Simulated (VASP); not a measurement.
Input of a VASP 6.6.1 run:

Contents of INCAR:

```
PREC = Accurate ; ENCUT = 520
EDIFF = 1E-6 ; ISMEAR = 0
SIGMA = 0.15 ; LREAL = False
LASPH = True ; NELM = 100
ALGO = Fast ; ISIF = 2
LWAVE = False ; LCHARG = False
GGA = PE ; NBANDS = 31
```

KPOINTS

```
regular mesh
0
Gamma
  8 8 6
```

Contents of POSCAR:

```
TiAl3
1.0
    1.9226734295     -1.9226734295     -4.3114047961
    1.9226734295     -1.9226734295      4.3114047961
   -3.8453468589     -3.8453468589      0.0000000000
Ti Al
2 6
Direct
    0.0000000000      0.0000000000      0.0000000000
    0.5000000000      0.5000000000      0.5000000000
    0.5000000000      0.5000000000      0.0000000000
    0.0000000000      0.0000000000      0.5000000000
    0.0000000000      0.5000000000      0.2500000000
    0.5000000000      0.0000000000      0.7500000000
    0.5000000000      0.0000000000      0.2500000000
    1.0000000000      0.5000000000      0.7500000000
```

Potentials or basis: VASP PAW PBE potentials, release 64 (Ti_sv, Al).

Command:

```sh
$ cat potpaw_PBE.64/Ti_sv/POTCAR potpaw_PBE.64/Al/POTCAR > POTCAR
$ mpirun -np 1 vasp_std > vasp.out
```

Question: Predict the pressure.

Answer: 0.0 GPa.

Question: Estimate the band gap on the k mesh.

Answer: None (metal or under the smearing width).

Stress tensor (GPa, compression positive):
```
 0.01 -0.04  0.00
-0.04  0.01  0.00
 0.00  0.00 -0.14
```
